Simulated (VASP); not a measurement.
A run of VASP 6.6.1:

The input INCAR:

```
PREC = Accurate
ENCUT = 600
EDIFF = 1E-7
ISMEAR = 0
SIGMA = 0.03
LREAL = F
LASPH = T
NELM = 80
ALGO = Normal
ISIF = 3
LWAVE = F
LCHARG = F
GGA = CA
IBRION = 2
NSW = 90
EDIFFG = -0.005
PSTRESS = 12.1
KPAR = 2
```

Contents of KPOINTS:

```
regular mesh
0
Gamma
  8 8 8
```

POSCAR

```
TiPbO3                                  
1.0
    3.8606648810      0.0000000000      0.0000000000
    0.0000000000      3.8606648810      0.0000000000
    0.0000000000      0.0000000000      3.9892586162
  Ti              Pb              O             
     1     1     3
Direct
     0.5000000000000000    0.5000000000000000    0.5475148305217947
     0.0000000000000000    0.0000000000000000    0.0175468236001907
     0.5000000000000000    0.5000000000000000    0.0960242380049073
     0.5000000000000000    0.0000000000000000    0.6100570539365573
     0.0000000000000000    0.5000000000000000    0.6100570539365573
```

Potentials or basis: VASP PAW LDA potentials, release 64 (Ti_sv, Pb_d, O).

Command:

```sh
$ cat potpaw_LDA.64/Ti_sv/POTCAR potpaw_LDA.64/Pb_d/POTCAR potpaw_LDA.64/O/POTCAR > POTCAR
$ mpirun -np 2 vasp_std > vasp.out
```

Hardware: 2 MPI ranks on AMD EPYC 9R45 (Zen 5), on a shared host.

Question: How long does it take, and how much memory?

Answer: It took 59 s on 2 MPI ranks on AMD EPYC 9R45 (Zen 5), with other jobs on the host, peak memory 0.24 GiB a rank. Counts: scf iterations 25, k points 75, ion steps 2.
